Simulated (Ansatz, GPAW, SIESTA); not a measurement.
## SnTe: programs and potentials compared

```
CELL_PARAMETERS angstrom
0.00000 3.61115 3.61115
3.61115 0.00000 3.61115
3.61115 3.61115 0.00000
ATOMIC_POSITIONS crystal
Te 0.25000 0.25000 0.25000
Sn 0.00000 0.00000 0.00000
```

Measurements of this composition are mostly on another form, of space group No. 225.

Alike in all runs: task band structure; functional LDA; k mesh 7 × 7 × 7; occupations fermi-dirac, width 0.05 eV; no spin polarisation; no spin-orbit coupling. A missing gap at this level doesn't show that the real crystal is a metal. LDA stands for any of its common fits. Pressure is positive in compression and, in plane waves, holds the error of the finite cutoff.

```tsv
program and potentials	plane-wave cutoff (eV)	notes	band gap (eV)	pressure (GPa)
Ansatz, all-electron LAPW, scalar-relativistic	-	-	?	?
SIESTA, files PseudoDojo sr-lda-0.4.1-standard, DZP (energy shift 0.003 Ry; two zetas on semicore shells)	-	atomic basis; 15 valence electrons an atom on average	no gap	-1.71
GPAW, the program's PAW data sets (release 1.2.1) made for this functional	600	10 valence electrons an atom on average	no gap	-2.32
```

**Question.** Estimate from the other rows what the run with Ansatz, all-electron LAPW, scalar-relativistic gave.

**Answer.** No band gap; pressure -2.19 GPa. The other rows, which needn't bracket it: pressure -2.32 to -1.71.
